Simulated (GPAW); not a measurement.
# CaF2 (Fluorite) (Fm-3m) in GPAW: further runs

Runs on CaF2 (Fluorite). Level: PBE. Tasks: single point.

Everything below comes from runs of GPAW 26.7.0. Logs are shortened: lines on timing, memory, paths and dates and some standing lists are left out, and cuts for length are marked. The log counts tension as positive stress, the text compression.

## Step 1: Starting point

Symmetry: Fm-3m, No. 225, cubic system. Conventional cell: a = 5.462 Å, b = 5.462 Å, c = 5.462 Å, α = 90.00°, β = 90.00°, γ = 90.00°. Ca (site symmetry m-3m) has 8 F at 2.37 Å as nearest neighbours. Around F (site symmetry -43m) lie 4 Ca at 2.37 Å.

## Step 2: Single point, PBE

File run.py:

```python
from ase.dft.bandgap import bandgap
from ase.io import read, write
from ase.units import GPa
from gpaw import GPAW, PW

atoms = read('POSCAR')

calc = GPAW(mode=PW(700),
            xc='PBE',
            kpts={'size': (7, 7, 7), 'gamma': True},
            occupations={'name': 'fermi-dirac', 'width': 0.05},
            nbands=22,
            convergence={'density': 1e-05, 'energy': 1e-05},
            maxiter=60,
            txt='gpaw.txt')
atoms.calc = calc
energy = atoms.get_potential_energy()
forces = atoms.get_forces()
stress = atoms.get_stress()
calc.write('gs.gpw')
write('result.traj', atoms)
print(f'Energy: {energy:.6f} eV')
print('Forces (eV/A):')
print(forces.round(4))
print('Stress (GPa):', (stress / GPa).round(3))
print('Fermi level:', round(calc.get_fermi_level(), 4), 'eV')
print(f'Gap: {bandgap(calc)[0]:.4f} eV, direct: {bandgap(calc, direct=True)[0]:.4f} eV')
```

File POSCAR:

```
CaF2
1.0
    0.0000000000      2.7310000000      2.7310000000
    2.7310000000      0.0000000000      2.7310000000
    2.7310000000      2.7310000000      0.0000000000
Ca F
1 2
Direct
    0.0000000000      0.0000000000      0.0000000000
    0.7500000000      0.7500000000      0.7500000000
    0.2500000000      0.2500000000      0.2500000000
```

Potentials or basis: GPAW PAW data sets (gpaw-data 1.2.1), pw.

Command:

```console
> OMP_NUM_THREADS=1 python run.py
```

gpaw.txt:

```text
__  _  _
 | _ |_)|_||  |
 |__||  | ||/\| - 26.7.0

Input parameters:
  mode=PW(ecut=700.0),
  convergence={'density': 1e-05, 'energy': 1e-05},
  kpts=MonkhorstPack(size=(7, 7, 7), gamma=True),
  maxiter=60,
  nbands=22,
  occupations=Occupations(name='fermi-dirac', width=0.05),
  xc=XC(name='PBE')

Diagonalizing LCAO Hamiltonian
Converting LCAO to pw mode

                    F

           F

       Ca

Atoms  # Å, Bohr magnetons
|   | symbol |        x |        y |        z |    initial magnetic moments |
|---|--------|----------|----------|----------|-----------------------------|
| 0 |     Ca | 0.000000 | 0.000000 | 0.000000 | ( 0.0000,  0.0000,  0.0000) |
| 1 |      F | 4.096500 | 4.096500 | 4.096500 | ( 0.0000,  0.0000,  0.0000) |
| 2 |      F | 1.365500 | 1.365500 | 1.365500 | ( 0.0000,  0.0000,  0.0000) |

Unit cell  # Å
| periodic |        x |        y |        z |  lengths |    angles |
|----------|----------|----------|----------|----------|-----------|
|      yes | 0.000000 | 2.731000 | 2.731000 | 3.862217 | 60.000000 |
|      yes | 2.731000 | 0.000000 | 2.731000 | 3.862217 | 60.000000 |
|      yes | 2.731000 | 2.731000 | 0.000000 | 3.862217 | 60.000000 |

Number of symmetries: 48
Symmetry operations  # r_c * U_cc + t_c -> r_c
|    | kind |            matrix            |
|----|------|------------------------------|
|  0 |  σ   |  1, 0, 0,  1, 0,-1,  1,-1, 0 |
|  1 |  C2  |  1, 0, 0,  1,-1, 0,  1, 0,-1 |
|  2 |  E   |  1, 0, 0,  0, 1, 0,  0, 0, 1 |
|  3 |  σ   |  1, 0, 0,  0, 0, 1,  0, 1, 0 |
|  4 |  C4  |  1, 0,-1,  1, 0, 0,  1,-1, 0 |
|  5 |  S6  |  1, 0,-1,  1,-1, 0,  1, 0, 0 |
|  6 |  σ   |  1, 0,-1,  0, 1,-1,  0, 0,-1 |
|  7 |  C3  |  1, 0,-1,  0, 0,-1,  0, 1,-1 |
|  8 |  S6  |  1,-1, 0,  1, 0, 0,  1, 0,-1 |
|  9 |  C4  |  1,-1, 0,  1, 0,-1,  1, 0, 0 |
| 10 |  C3  |  1,-1, 0,  0,-1, 1,  0,-1, 0 |
| 11 |  σ   |  1,-1, 0,  0,-1, 0,  0,-1, 1 |
| 12 |  σ   |  0, 1, 0,  1, 0, 0,  0, 0, 1 |
| 13 |  C4  |  0, 1, 0,  0, 1,-1, -1, 1, 0 |
| 14 |  C3  |  0, 1, 0,  0, 0, 1,  1, 0, 0 |
| 15 |  S6  |  0, 1, 0, -1, 1, 0,  0, 1,-1 |
| 16 |  C2  |  0, 1,-1,  1, 0,-1,  0, 0,-1 |
| 17 |  σ   |  0, 1,-1,  0, 1, 0, -1, 1, 0 |
| 18 |  S4  |  0, 1,-1,  0, 0,-1,  1, 0,-1 |
| 19 |  C4  |  0, 1,-1, -1, 1, 0,  0, 1, 0 |
| 20 |  C3  |  0, 0, 1,  1, 0, 0,  0, 1, 0 |
| 21 |  σ   |  0, 0, 1,  0, 1, 0,  1, 0, 0 |
| 22 |  S6  |  0, 0, 1,  0,-1, 1, -1, 0, 1 |
| 23 |  C4  |  0, 0, 1, -1, 0, 1,  0,-1, 1 |
| 24 |  S4  |  0, 0,-1,  1, 0,-1,  0, 1,-1 |
| 25 |  C3  |  0, 0,-1,  0, 1,-1,  1, 0,-1 |
| 26 |  C2  |  0, 0,-1,  0,-1, 0, -1, 0, 0 |
| 27 |  S6  |  0, 0,-1, -1, 0, 0,  0,-1, 0 |
| 28 |  S4  |  0,-1, 1,  1,-1, 0,  0,-1, 0 |
| 29 |  C4  |  0,-1, 1,  0, 0, 1, -1, 0, 1 |
| 30 |  C2  |  0,-1, 1,  0,-1, 0,  1,-1, 0 |
| 31 |  σ   |  0,-1, 1, -1, 0, 1,  0, 0, 1 |
| 32 |  C3  |  0,-1, 0,  1,-1, 0,  0,-1, 1 |
| 33 |  S6  |  0,-1, 0,  0, 0,-1, -1, 0, 0 |
| 34 |  S4  |  0,-1, 0,  0,-1, 1,  1,-1, 0 |
| 35 |  C2  |  0,-1, 0, -1, 0, 0,  0, 0,-1 |
| 36 |  C2  | -1, 1, 0,  0, 1, 0,  0, 1,-1 |
| 37 |  S6  | -1, 1, 0,  0, 1,-1,  0, 1, 0 |
| 38 |  S4  | -1, 1, 0, -1, 0, 1, -1, 0, 0 |
[... 73 lines left out ...]
    |   3s |  2.000 |     -47.086 |    1.175 |
    |   4s |  2.000 |      -3.766 |    1.175 |
    |   3p |  6.000 |     -28.008 |    1.154 |
    |    p |        |      -0.797 |    1.154 |
    |    d |        |       0.000 |    0.937 |

    Using partial waves for Ca as LCAO basis

  F:
    name:    Fluorine
    Z:       9.0
    valence: 7
    core:    2
    charge:  0.0  # [|e|]
    compensation charges:
      type: gauss
      rc: 0.20  # [Å]
      lmax: 2
    cutoffs:
      filter: 1.14  # [Å]
      core: 0.74  # [Å]
    projectors
    | kind |    occ | energy [eV] | rcut [Å] |
    |------|--------|-------------|----------|
    |   2s |  2.000 |     -29.898 |    0.635 |
    |   2p |  5.000 |     -11.110 |    0.635 |
    |    s |        |      -2.687 |    0.635 |
    |    p |        |      16.102 |    0.635 |
    |    d |        |       0.000 |    0.635 |

    Using partial waves for F as LCAO basis

Reference energy: -23939.030803  # eV

eigensolver:
  PPCG
  Converge bands: occupied
  niter=2

density mixing:
  MSR1-Mixer
  Pratt-step length: 0.05
  Maximum mixing coefficient: 0.75
  Old densities: 10
  SVD Regularization: 0.005
  Good broyden scale: 1.0
  Trust region scale: 1.0
  Backstep threshold: 4.0
  History deletion threshold: 6.0
  Fourier metric: weight=20.0, sigma=0.015

occupation numbers:
  Fermi-Dirac:
    width: 0.0500  # eV

poisson solver:
  ecut: 5600.0  # eV

xc functional:
  name: PBE with 2 nearest neighbor stencil

convergence criteria:
- Maximum integral of absolute [dens]ity change: 1e-05 electrons / valence electron
- Maximum [total energy] change in last 3 cyles: 1e-05 eV / valence electron
- Maximum integral of absolute [eigenst]ate change: 4e-08 eV^2 / valence electron
maximum number of iterations: 60

SCF iterations
|iter     | |      energy | eigst |  dens |
|---------|-|-------------|-------|-------|
|iter:   1| |  -18.074833 | -0.08 |       |
|iter:   2| |  -17.856238 | -2.05 | -1.12 |
|iter:   3| |  -17.253645 | -0.82 | -1.17 |
|iter:   4| |  -17.277450 | -3.53 | -1.60 |
|iter:   5| |  -17.295262 | -3.39 | -1.89 |
|iter:   6| |  -17.295435 | -5.19 | -3.01 |
|iter:   7| |  -17.295482c| -5.83 | -3.35 |
|iter:   8| |  -17.295482c| -8.24c| -4.62 |
|iter:   9| |  -17.295482c| -7.49c| -4.98 |
|iter:  10| |  -17.295482c| -8.55c| -5.99c|

Converged in 10 steps
Energy contributions relative to reference atoms: (reference = -23939.030803)

Energy contributions:
  Kinetic:          21.675308
  Coulomb:         -19.852274
  Zero:             -0.282399
  External:          0.000000
  Xc:              -18.836117
  Entropy:          -0.000000
  Spinorbit:         0.000000
  ----------------------------
  Free energy:     -17.295482
  Extrapolated:    -17.295482

dipole moment: (-18.015643, -18.015643, -18.015643)  # |e|*Ang

Fermi level: 3.251
Eigenvalues  # (at kpt = [0.000, 0.000, 0.000])
| band index |      eig [eV] | occ [0-2] |
|------------|---------------|-----------|
|          0 |       -35.068 |     2.000 |
|        ... |               |           |
|          4 |       -16.032 |     2.000 |
|          5 |       -16.032 |     2.000 |
|          6 |        -1.129 |     2.000 |
|          7 |        -1.129 |     2.000 |
|          8 |        -1.129 |     2.000 |
|          9 |         0.710 |     2.000 |
[... 8 lines left out ...]
|         18 |        17.893 |     0.000 |
|         19 |        17.893 |     0.000 |
|        ... |               |           |
|         21 |        23.803 |     0.000 |

Gap: 7.312 eV
Transition (v -> c):
  (s=0, k=15, n=11, [0.43, 0.43, -0.14]) -> (s=0, k=0, n=12, [0.00, 0.00, 0.00])
Direct/indirect transitions are different
Direct gap: 7.539 eV
Transition at: (s=0, k=0, n=11, [0.00, 0.00, 0.00])

Forces  # eV/Ang
|        x |        y |       z |
|----------|----------|---------|
| -0.00000 | -0.00000 | 0.00000 |  # Ca   0
| -0.00000 | -0.00000 | 0.00000 |  # F    1
|  0.00000 |  0.00000 | 0.00000 |  # F    2

Stress tensor  # eV/Ang^3
|         x |         y |         z |
|-----------|-----------|-----------|
| -0.011132 |  0.000000 |  0.000000 |
|  0.000000 | -0.011132 | -0.000000 |
|  0.000000 | -0.000000 | -0.011132 |

# Writing to gs.gpw (mode='')
```

stdout:

```text
Energy: -17.295482 eV
Forces (eV/A):
[[-0. -0.  0.]
 [-0. -0.  0.]
 [ 0.  0.  0.]]
Stress (GPa): [-1.784 -1.784 -1.784 -0.     0.     0.   ]
Fermi level: 3.2507 eV
Gap: 7.3115 eV, direct: 7.5388 eV
```

Run time: 13 s. Hardware: 1 thread of Arm Neoverse V2, shared host; peak memory 0.15 GiB.

What came out:

- Free energy: -17.2955 eV
- Pressure: 1.8 GPa
- Band gap on the k mesh: 7.31 eV, indirect (least direct gap 7.54 eV)

Levels at points of the mesh, in eV from the valence-band top:
| k point | band 9 | band 10 | band 11 | band 12 | band 13 | band 14 | band 15 | band 16 |
| --- | --- | --- | --- | --- | --- | --- | --- | --- |
| (0.00, 0.00, 0.00) | -2.07 | -0.23 | -0.23 | -0.23 | 7.31 | 9.16 | 9.16 | 11.19 |

Caveat: the cutoff is short for stress and forces, so pressures can be off by a GPa or more; an odd mesh through Γ misses points on the zone boundary, where band edges often lie.

## Step 3: Single point, PBE

run.py, as its differences from that of step 2:

```diff
@@ -5,5 +5,5 @@
 
-atoms = read('POSCAR')
+atoms = read('CaF2.cif')
 
-calc = GPAW(mode=PW(700),
+calc = GPAW(mode=PW(1200),
             xc='PBE',
```

File CaF2.cif:

```cif
data_CaF2
_cell_length_a 3.86221724
_cell_length_b 3.86221724
_cell_length_c 3.86221724
_cell_angle_alpha 60.00000000
_cell_angle_beta 60.00000000
_cell_angle_gamma 60.00000000
_space_group_name_H-M_alt 'P1'
_space_group_name_Hall 'P 1'
_space_group_IT_number 1
loop_
_space_group_symop_operation_xyz
'x,y,z'
loop_
_atom_site_label
_atom_site_type_symbol
_atom_site_symmetry_multiplicity
_atom_site_Wyckoff_symbol
_atom_site_fract_x
_atom_site_fract_y
_atom_site_fract_z
_atom_site_occupancy
Ca1 Ca 1 a 0.0000000000 0.0000000000 0.0000000000 1
F1 F 1 a 0.7500000000 0.7500000000 0.7500000000 1
F2 F 1 a 0.2500000000 0.2500000000 0.2500000000 1
```

Potentials or basis: GPAW PAW data sets (gpaw-data 1.2.1), pw.

Command:

```console
> OMP_NUM_THREADS=1 python run.py
```

gpaw.txt:

```text
__  _  _
 | _ |_)|_||  |
 |__||  | ||/\| - 26.7.0

Input parameters:
  mode=PW(ecut=1200.0),
  convergence={'density': 1e-05, 'energy': 1e-05},
  kpts=MonkhorstPack(size=(7, 7, 7), gamma=True),
  maxiter=60,
  nbands=22,
  occupations=Occupations(name='fermi-dirac', width=0.05),
  xc=XC(name='PBE')

Diagonalizing LCAO Hamiltonian
Converting LCAO to pw mode

                        F

             F

       Ca

Atoms  # Å, Bohr magnetons
|   | symbol |        x |        y |        z |    initial magnetic moments |
|---|--------|----------|----------|----------|-----------------------------|
| 0 |     Ca | 0.000000 | 0.000000 | 0.000000 | ( 0.0000,  0.0000,  0.0000) |
| 1 |      F | 5.793326 | 3.344778 | 2.365115 | ( 0.0000,  0.0000,  0.0000) |
| 2 |      F | 1.931109 | 1.114926 | 0.788372 | ( 0.0000,  0.0000,  0.0000) |

Unit cell  # Å
| periodic |        x |        y |        z |  lengths |    angles |
[... 209 lines left out ...]
  Xc:              -18.876431
  Entropy:          -0.000000
  Spinorbit:         0.000000
  ----------------------------
  Free energy:     -17.533126
  Extrapolated:    -17.533126

dipole moment: (-25.478073, -14.709772, -10.401380)  # |e|*Ang

Fermi level: 3.249
Eigenvalues  # (at kpt = [0.000, 0.000, 0.000])
| band index |      eig [eV] | occ [0-2] |
|------------|---------------|-----------|
|          0 |       -35.073 |     2.000 |
|        ... |               |           |
|          4 |       -16.037 |     2.000 |
|          5 |       -16.037 |     2.000 |
|          6 |        -1.130 |     2.000 |
|          7 |        -1.130 |     2.000 |
|          8 |        -1.130 |     2.000 |
|          9 |         0.705 |     2.000 |
[... 8 lines left out ...]
|         18 |        17.893 |     0.000 |
|         19 |        17.893 |     0.000 |
|        ... |               |           |
|         21 |        23.800 |     0.000 |

Gap: 7.317 eV
Transition (v -> c):
  (s=0, k=15, n=11, [0.43, 0.43, -0.14]) -> (s=0, k=0, n=12, [0.00, 0.00, 0.00])
Direct/indirect transitions are different
Direct gap: 7.544 eV
Transition at: (s=0, k=0, n=11, [0.00, 0.00, 0.00])

Forces  # eV/Ang
|        x |       y |        z |
|----------|---------|----------|
| -0.00000 | 0.00000 |  0.00000 |  # Ca   0
|  0.00000 | 0.00000 | -0.00000 |  # F    1
| -0.00000 | 0.00000 |  0.00000 |  # F    2

Stress tensor  # eV/Ang^3
|         x |         y |         z |
|-----------|-----------|-----------|
| -0.014020 |  0.000000 |  0.000000 |
|  0.000000 | -0.014020 |  0.000000 |
|  0.000000 |  0.000000 | -0.014020 |

# Writing to gs.gpw (mode='')
```

stdout:

```text
Energy: -17.533126 eV
Forces (eV/A):
[[-0.  0.  0.]
 [ 0.  0. -0.]
 [-0.  0.  0.]]
Stress (GPa): [-2.246 -2.246 -2.246  0.     0.     0.   ]
Fermi level: 3.249 eV
Gap: 7.3173 eV, direct: 7.5440 eV
```

Run time: 22 s. Hardware: 1 thread of Arm Neoverse V2, shared host; peak memory 0.21 GiB.

What came out:

```yaml
Free_energy: -17.5331 eV
Pressure: 2.2 GPa
Band_gap_on_the_k_mesh: 7.32 eV, indirect (least direct gap 7.54 eV)
```

Caveat: an odd mesh through Γ misses points on the zone boundary, where band edges often lie. As with any semilocal functional, this PBE gap is likely too small.
